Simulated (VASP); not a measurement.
# NaCl (Fm-3m) in VASP: settings compared, part 2 of 2

VASP 6.6.1. Earlier steps stand in the parts before.

### 4 Electrostatic potential, r2SCAN

The input, INCAR:

```
SYSTEM = NaCl
PREC = Accurate ; ENCUT = 520
EDIFF = 1E-6 ; ISMEAR = 0
SIGMA = 0.02 ; LREAL = .FALSE.
LASPH = .TRUE. ; NELM = 60
ALGO = Normal ; ISIF = 2
LWAVE = .FALSE. ; LCHARG = .TRUE.
METAGGA = R2SCAN ; LMIXTAU = .TRUE.
LVHAR = .TRUE. ; KPAR = 4
```

The input, KPOINTS:

```
regular mesh
0
G
  8 8 8
  0 0 0
```

The input, POSCAR:

```
NaCl                                    
1.0
   -0.0000000000      2.8482305685      2.8482305685
    2.8482305685      0.0000000000      2.8482305685
    2.8482305685      2.8482305685     -0.0000000000
  Na              Cl            
     1     1
Direct
     1.0000000000000000    0.0000000000000000    0.0000000000000000
     0.5000000000000000    0.5000000000000000    0.5000000000000000
```

Potentials or basis: VASP PAW PBE potentials, release 64 (Na_pv, Cl).

Started as:

```sh
> cat potpaw_PBE.64/Na_pv/POTCAR potpaw_PBE.64/Cl/POTCAR > POTCAR
> mpirun -np 4 vasp_std > vasp.out
```

OUTCAR:

```text
SYSTEM = NaCl
   PREC = Accurate
   ENCUT = 520
   EDIFF = 1E-6
   ISMEAR = 0
   LREAL = .FALSE.
   LASPH = .TRUE.
   NELM = 60
   ISIF = 2
   METAGGA = R2SCAN

 ion  position               nearest neighbor table
   1  0.000  0.000  0.000-
   2  0.500  0.500  0.500-

  LATTYP: Found a face centered cubic cell.
 ALAT       =     5.6964611370

  Lattice vectors:

 A1 = (   0.0000000000,   2.8482305685,   2.8482305685)
 A2 = (   2.8482305685,   0.0000000000,   2.8482305685)
 A3 = (   2.8482305685,   2.8482305685,   0.0000000000)

Analysis of symmetry for initial positions (statically):
=====================================================================
 Subroutine PRICEL returns:
 Original cell was already a primitive cell.

 Routine SETGRP: Setting up the symmetry group for a
 face centered cubic supercell.

 Subroutine GETGRP returns: Found 48 space group operations
 (whereof 48 operations were pure point group operations)
 out of a pool of 48 trial point group operations.

The static configuration has the point symmetry O_h .

Analysis of symmetry for dynamics (positions and initial velocities):
=====================================================================
 Subroutine PRICEL returns:
 Original cell was already a primitive cell.

 Routine SETGRP: Setting up the symmetry group for a
 face centered cubic supercell.

 Subroutine GETGRP returns: Found 48 space group operations
 (whereof 48 operations were pure point group operations)
 out of a pool of 48 trial point group operations.

The dynamic configuration has the point symmetry O_h .

 Subroutine INISYM returns: Found 48 space group operations
 (whereof 48 operations are pure point group operations),
 and found     1 'primitive' translations

----------------------------------------------------------------------------------------

                                     Primitive cell

  volume of cell :      46.2121
[... 116 lines left out ...]
   AEXX    =    0.0000 exact exchange contribution
   IVDW    =     0    specifies the selected vdW correction
   LEPSILON=     F    determine dielectric tensor
   LRPA    =     F    only Hartree local field effects (RPA)
 non-spin polarized calculation
 Gauss-broadening in eV      SIGMA  =   0.02
  energy-cutoff  :      520.00
  volume of cell :       46.21
 maximum number of plane-waves:      1265
 NGX is ok and might be reduce to    30
   NGX = 15   NGY = 15   NGZ = 15

 number of electron      13.9999992 magnetization

 Free energy of the ion-electron system (eV)
  ---------------------------------------------------
  ext. energy  EPLUGINS =         0.00000000
  ---------------------------------------------------
  free energy    TOTEN  =       -13.77931620 eV

  energy without entropy =      -13.77931620  energy(sigma->0) =      -13.77931620

 E-fermi :  -1.1566     XC(G=0):  -8.5051

 val. band max:       -1.3320664892   @ k =   0.0000   0.0000   0.0000
 cond. band min:       4.4680393062   @ k =   0.0000   0.0000   0.0000
 fundamental gap:      5.8001057954
 Fermi energy:        -1.1565610472

 k-point     1 :       0.0000    0.0000    0.0000
  band No.  band energies     occupation
      1     -22.9083      2.00000
      2     -22.9079      2.00000
      3     -22.9079      2.00000
      4     -14.4879      2.00000
      5      -1.3321      2.00000
      6      -1.3321      2.00000
      7      -1.3321      2.00000
      8       4.4680      0.00000
      9      10.3976      0.00000
     10      10.3977      0.00000
     11      10.3977      0.00000
[... 309 lines left out ...]
 k-point    24 :      -0.3750    0.2500    0.1250
  band No.  band energies     occupation
      1     -22.9276      2.00000
      2     -22.9148      2.00000
      3     -22.9115      2.00000
      4     -14.1454      2.00000
      5      -2.9061      2.00000
      6      -2.0671      2.00000
      7      -1.7328      2.00000
      8       7.6045      0.00000
      9       9.0211      0.00000
     10       9.5473      0.00000
     11      11.1470      0.00000

 [... further k-points ...]

------------------------ aborting loop because EDIFF is reached ----------------------------------------

  FORCE on cell =-STRESS in cart. coord.  units (eV):
  Direction    XX          YY          ZZ          XY          YZ          ZX
  --------------------------------------------------------------------------------------
  -------------------------------------------------------------------------------------
  Total       -0.3980430     -0.3980430     -0.3980430     -0.0000000      0.0000000     -0.0000000
  in kB      -13.8001913    -13.8001913    -13.8001913     -0.0000000      0.0000000     -0.0000000
  external PRESSURE =     -13.8001913 kB  Pullay stress =       0.0000000 kB

 VOLUME and BASIS-vectors are now :
 -----------------------------------------------------------------------------
  energy-cutoff  :      520.00
  volume of cell :       46.21
      direct lattice vectors                 reciprocal lattice vectors
     0.000000000  2.848230569  2.848230569    -0.175547586  0.175547586  0.175547586
     2.848230569  0.000000000  2.848230569     0.175547586 -0.175547586  0.175547586
     2.848230569  2.848230569  0.000000000     0.175547586  0.175547586 -0.175547586

 POSITION                                       TOTAL-FORCE (eV/Angst)
 -----------------------------------------------------------------------------------
      0.00000      0.00000      0.00000        -0.000000      0.000000     -0.000000
      2.84823      2.84823      2.84823         0.000000     -0.000000      0.000000
 -----------------------------------------------------------------------------------
    total drift:                               -0.000000      0.000000      0.000000

  FREE ENERGIE OF THE ION-ELECTRON SYSTEM (eV)
  ---------------------------------------------------
  free  energy   TOTEN  =       -13.7793162016 eV

  energy  without entropy=      -13.7793162016  energy(sigma->0) =      -13.77931620
```

OSZICAR:

```text
N       E                     dE             d eps       ncg     rms          rms(c)
DAV:   1     0.928028576448E+02    0.92803E+02   -0.76703E+03   638   0.131E+03
DAV:   2    -0.664130600804E+01   -0.99444E+02   -0.92492E+02   720   0.286E+02
DAV:   3    -0.157566922204E+02   -0.91154E+01   -0.90512E+01   773   0.865E+01
[... 12 lines left out ...]
DAV:  16    -0.137793198554E+02   -0.20013E-04   -0.10678E-05   680   0.472E-02    0.132E-02
DAV:  17    -0.137793135583E+02    0.62972E-05   -0.14272E-06   677   0.123E-02    0.181E-03
DAV:  18    -0.137793196022E+02   -0.60439E-05   -0.11112E-06   644   0.154E-02    0.164E-03
DAV:  19    -0.137793170627E+02    0.25395E-05   -0.84408E-08   349   0.466E-03    0.139E-03
DAV:  20    -0.137793162016E+02    0.86113E-06   -0.40909E-08   337   0.295E-03
   1 F= -.13779316E+02 E0= -.13779316E+02  d E =-.237865E-37
```

Run time: 21 s. Hardware: 4 MPI ranks of AMD EPYC 9R14 (Zen 4), shared host; peak memory 0.15 GiB.

Results:

| Item | Value |
| --- | --- |
| Free energy | -13.7793 eV |
| Pressure | -1.4 GPa |
| Band gap on the k mesh | 5.80 eV, direct |

Levels at points of the mesh, in eV from the valence-band top:
```tsv
k point	band 4	band 5	band 6	band 7	band 8	band 9	band 10	band 11
(0.00, 0.00, 0.00)	-13.16	0.00	0.00	0.00	5.80	11.73	11.73	11.73
(0.50, 0.00, 0.00)	-12.84	-1.83	-0.26	-0.26	7.89	11.37	11.70	11.70
(0.50, 0.50, 0.00)	-12.80	-1.60	-0.58	-0.58	8.36	8.63	11.98	15.64
```

Caveat: the PAW data sets were made with another functional, which shifts forces and pressure a little.

### 5 Electrostatic potential, PBE0

POSCAR is that of step 4.

The input, INCAR.step1:

```
SYSTEM = NaCl
PREC = Accurate ; ENCUT = 520
EDIFF = 1E-5 ; ISMEAR = 0
SIGMA = 0.02 ; LREAL = .FALSE.
LASPH = .TRUE. ; NELM = 60
ALGO = Normal ; ISIF = 2
LWAVE = .TRUE. ; GGA = PE
KPAR = 4
```

The input, INCAR.step2:

```
SYSTEM = NaCl
PREC = Accurate ; ENCUT = 520
EDIFF = 1E-6 ; ISMEAR = 0
SIGMA = 0.02 ; LREAL = .FALSE.
LASPH = .TRUE. ; NELM = 60
ALGO = Normal ; ISIF = 2
LWAVE = .FALSE. ; LCHARG = .TRUE.
GGA = PE ; LHFCALC = .TRUE.
AEXX = 0.25 ; PRECFOCK = Fast
LVHAR = .TRUE. ; ISTART = 1
KPAR = 4
```

The input, KPOINTS:

```
regular mesh
0
G
  6 6 6
  0 0 0
```

Potentials or basis: VASP PAW PBE potentials, release 64 (Na_pv, Cl).

Started as:

```sh
> cat potpaw_PBE.64/Na_pv/POTCAR potpaw_PBE.64/Cl/POTCAR > POTCAR
> cp INCAR.step1 INCAR
> mpirun -np 4 vasp_std > vasp.out
> cp INCAR.step2 INCAR
> mpirun -np 4 vasp_std > vasp.out
```

OUTCAR:

```text
SYSTEM = NaCl
   PREC = Accurate
   ENCUT = 520
   EDIFF = 1E-6
   ISMEAR = 0
   LREAL = .FALSE.
   LASPH = .TRUE.
   NELM = 60
   ISIF = 2
   GGA = PE
   LHFCALC = .TRUE.
   AEXX = 0.25
   PRECFOCK = Fast
   ISTART = 1

 ion  position               nearest neighbor table
   1  0.000  0.000  0.000-
   2  0.500  0.500  0.500-

  LATTYP: Found a face centered cubic cell.
 ALAT       =     5.6964611370

  Lattice vectors:

[... 407 lines left out ...]
     10      10.3141      0.00000
     11      11.9693      0.00000

------------------------ aborting loop because EDIFF is reached ----------------------------------------

  FORCE on cell =-STRESS in cart. coord.  units (eV):
  Direction    XX          YY          ZZ          XY          YZ          ZX
  --------------------------------------------------------------------------------------
  -------------------------------------------------------------------------------------
  Total       -0.1694836     -0.1694836     -0.1694836      0.0000000      0.0000000      0.0000000
  in kB       -5.8760137     -5.8760137     -5.8760137      0.0000000      0.0000000      0.0000000
  external PRESSURE =      -5.8760137 kB  Pullay stress =       0.0000000 kB

 VOLUME and BASIS-vectors are now :
 -----------------------------------------------------------------------------
  energy-cutoff  :      520.00
  volume of cell :       46.21
      direct lattice vectors                 reciprocal lattice vectors
     0.000000000  2.848230569  2.848230569    -0.175547586  0.175547586  0.175547586
     2.848230569  0.000000000  2.848230569     0.175547586 -0.175547586  0.175547586
     2.848230569  2.848230569  0.000000000     0.175547586  0.175547586 -0.175547586

 POSITION                                       TOTAL-FORCE (eV/Angst)
 -----------------------------------------------------------------------------------
      0.00000      0.00000      0.00000         0.000000      0.000000      0.000000
      2.84823      2.84823      2.84823        -0.000000     -0.000000     -0.000000
 -----------------------------------------------------------------------------------
    total drift:                                0.000000     -0.000000      0.000000

  FREE ENERGIE OF THE ION-ELECTRON SYSTEM (eV)
  ---------------------------------------------------
  free  energy   TOTEN  =        -8.3994490998 eV

  energy  without entropy=       -8.3994490998  energy(sigma->0) =       -8.39944910
```

OUTCAR.step1:

```text
SYSTEM = NaCl
   PREC = Accurate
   ENCUT = 520
   EDIFF = 1E-5
   ISMEAR = 0
   LREAL = .FALSE.
   LASPH = .TRUE.
[... 436 lines left out ...]
      0.00000      0.00000      0.00000        -0.000000     -0.000000      0.000000
      2.84823      2.84823      2.84823         0.000000      0.000000     -0.000000
 -----------------------------------------------------------------------------------
    total drift:                               -0.000000      0.000000      0.000000

  FREE ENERGIE OF THE ION-ELECTRON SYSTEM (eV)
  ---------------------------------------------------
  free  energy   TOTEN  =        -6.7778608438 eV

  energy  without entropy=       -6.7778608438  energy(sigma->0) =       -6.77786084
```

OSZICAR.step1:

```text
N       E                     dE             d eps       ncg     rms          rms(c)
DAV:   1     0.920578417604E+02    0.92058E+02   -0.73566E+03   360   0.126E+03
DAV:   2     0.237374766573E+01   -0.89684E+02   -0.83380E+02   384   0.268E+02
DAV:   3    -0.677593357657E+01   -0.91497E+01   -0.90739E+01   418   0.857E+01
DAV:   4    -0.697772355895E+01   -0.20179E+00   -0.20150E+00   403   0.141E+01
DAV:   5    -0.698206484763E+01   -0.43413E-02   -0.43409E-02   465   0.203E+00    0.214E+00
DAV:   6    -0.678369510046E+01    0.19837E+00   -0.40418E-01   394   0.420E+00    0.161E+00
DAV:   7    -0.677185996393E+01    0.11835E-01   -0.92458E-02   455   0.203E+00    0.108E+00
DAV:   8    -0.677776534698E+01   -0.59054E-02   -0.10336E-02   358   0.107E+00    0.255E-01
DAV:   9    -0.677770803905E+01    0.57308E-04   -0.19576E-04   430   0.137E-01    0.143E-01
DAV:  10    -0.677786975315E+01   -0.16171E-03   -0.35553E-04   361   0.162E-01    0.549E-02
DAV:  11    -0.677786084383E+01    0.89093E-05   -0.20061E-05   366   0.426E-02
   1 F= -.67778608E+01 E0= -.67778608E+01  d E =-.141204E-44
```

It took 66 s on 4 MPI ranks of AMD EPYC 9R14 (Zen 4), shared host; peak memory 0.15 GiB.

Results:

```
Free energy            : -8.3994 eV
Pressure               : -0.6 GPa
Band gap on the k mesh : 7.08 eV, direct
```

Caveat: the PAW data sets were made with another functional, which shifts forces and pressure a little.

### 6 The runs side by side

| level | spin | k mesh | further INCAR settings | grid for exact exchange (PRECFOCK) | screening parameter | exchange at q = 0 | gap on the mesh (eV) | pressure (GPa) |
| --- | --- | --- | --- | --- | --- | --- | --- | --- |
| PBE | non-collinear, zero start, SOC | 8 × 8 × 8 | ALGO = Fast; EDIFF = 1e-06 | - | - | - | - | -0.1 |
| HSE06 | off | 6 × 6 × 6 | ALGO = Normal; EDIFF = 1e-06 | Fast | 0.2 1/A | - | 6.37 | -0.5 |
| r2SCAN | off | 8 × 8 × 8 | ALGO = Normal; EDIFF = 1e-06 | - | - | - | 5.80 | -1.4 |
| PBE0 | off | 6 × 6 × 6 | ALGO = Normal; EDIFF = 1e-06 | Fast | - | default | 7.08 | -0.6 |

Alike in all rows: task electrostatic potential; potentials or basis VASP PAW PBE potentials, release 64 (Na_pv, Cl); cell as given; cutoff (eV) 520; smearing gaussian 0.02 eV.

On the cell as given the gap runs from 5.80 eV (r2SCAN) to 7.08 eV (PBE0); the meshes differ, which moves gaps too. The pressure there spans -1.4 GPa (r2SCAN) to -0.1 GPa (PBE); a positive pressure means that this level wants a larger cell, a negative one a smaller.

Caveats: the PAW data sets were made with another functional, which shifts forces and pressure a little (some runs).

Absolute energies hang on the potentials; compare differences alone.
